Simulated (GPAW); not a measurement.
Here is a GPAW 26.7.0 calculation.

The input run.py:

```python
import numpy as np
from ase.dft.bandgap import bandgap
from ase.io import read, write
from gpaw import GPAW, PW

atoms = read('POSCAR')
atoms.pbc = (True, True, False)

calc = GPAW(mode=PW(450),
            xc='PBE',
            kpts={'size': (7, 7, 1), 'gamma': True},
            occupations={'name': 'fermi-dirac', 'width': 0.05},
            nbands=67,
            convergence={'density': 1e-05, 'energy': 1e-05},
            maxiter=150,
            poissonsolver={'dipolelayer': 'xy'},
            txt='gpaw.txt')
atoms.calc = calc
energy = atoms.get_potential_energy()
forces = atoms.get_forces()
calc.write('gs.gpw')
write('result.traj', atoms)
print(f'Energy: {energy:.6f} eV')
print('Forces (eV/A):')
print(forces.round(4))
print('Fermi level:', round(calc.get_fermi_level(), 4), 'eV')
print(f'Gap: {bandgap(calc)[0]:.4f} eV, direct: {bandgap(calc, direct=True)[0]:.4f} eV')

v = calc.get_electrostatic_potential().mean(axis=(0, 1))
z = np.arange(len(v)) * atoms.cell[2, 2] / len(v)
ef = calc.get_fermi_level()
np.savetxt('planar.dat', np.c_[z, v], fmt='%.4f')
below, above = np.interp([1.5, atoms.cell[2, 2] - 1.5], z, v) - ef
print(f'Work functions: bottom {below:.4f} eV, top {above:.4f} eV')
print('Dipole moment:', *calc.get_dipole_moment().round(5), 'e A')
```

File POSCAR:

```
Sb
1.0
    4.4689148571      0.0000000000      0.0000000000
   -2.2344574285      3.8701937936      0.0000000000
    0.0000000000      0.0000000000     24.1221340000
Sb
6
Direct
    0.6666666667      0.3333333333      0.3109177654
    0.3333333333      0.6666666667      0.3865506613
    0.0000000000      0.0000000000      0.4621835573
    0.6666666667      0.3333333333      0.5378164532
    0.3333333333      0.6666666667      0.6134493492
    0.0000000000      0.0000000000      0.6890822451
```

Potentials or basis: GPAW PAW data sets (gpaw-data 1.2.1), pw.

Command:

```bash
$ OMP_NUM_THREADS=1 python run.py
```

Estimate the work function of the upper face.

4.27 eV.

Predict the largest force.

1.594 eV/Å.

Forces in eV/Å, atoms in the order of the input:
```
Sb   0.000  0.000  1.301
Sb   0.000  0.000 -1.594
Sb   0.000  0.000  1.328
Sb   0.000  0.000 -1.327
Sb   0.000  0.000  1.594
Sb   0.000  0.000 -1.302
```

Caveat: the Fermi level lies in a gap; spin-orbit coupling is left out, which moves the levels of the heavy elements.
